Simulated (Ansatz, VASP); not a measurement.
## NaI, level by level in two programs

```
I Na
1.0
     0.00000    3.21468    3.21468
     3.21468    0.00000    3.21468
     3.21468    3.21468    0.00000
I Na
1 1
Cartesian
  3.2147 3.2147 3.2147
  0.0000 0.0000 0.0000
```

Single points on this cell with VASP 6.6.1 and Ansatz 0.2.0. Each row is one pair of runs. Alike in all rows: spin: off; k mesh: 7 × 7 × 7; smearing: fermi-dirac, width 0.05 eV.

| level | VASP's potentials, cutoff | Ansatz's potentials, cutoff | gap on the k mesh at the Fermi level (eV), VASP | gap on the k mesh at the Fermi level (eV), Ansatz | least direct gap on the mesh (eV), VASP | least direct gap on the mesh (eV), Ansatz | pressure (GPa), VASP | pressure (GPa), Ansatz |
| --- | --- | --- | --- | --- | --- | --- | --- | --- |
| LDA | VASP PAW LDA potentials, release 64 (I, Na_pv), 520 eV | Ansatz PAW, 420 eV | 3.40 | 3.39 | 3.40 | 3.39 | -1.3 | -1.4 |
| r2SCAN | VASP PAW PBE potentials, release 64 (I, Na_pv), 520 eV | Ansatz PAW, 500 eV | 4.50 | 4.49 | 4.50 | 4.49 | 0.2 | 0.3 |
| PBEsol | VASP PAW PBE potentials, release 64 (I, Na_pv), 520 eV | Ansatz PAW earlier set, 700 eV | 3.56 | 3.56 | 3.56 | 3.56 | -0.2 | -0.2 |

Gap on the k mesh at the fermi level (eV): the two programs differ by at most 0.013; least direct gap on the mesh (eV): the two programs differ by at most 0.013; pressure (GPa): the two programs differ by at most 0.09.

Caveats: spin-orbit coupling is left out, which moves the levels of the heavy elements; the PAW data sets were made with another functional, which shifts forces and pressure a little (VASP); odd divisions of the mesh miss points on the zone boundary, where band edges often lie, so the gap on the mesh can be too wide (Ansatz); the PAW data sets come from PBE, with cores solved anew for the run's functional, which leaves a small shift of forces and pressure (Ansatz).
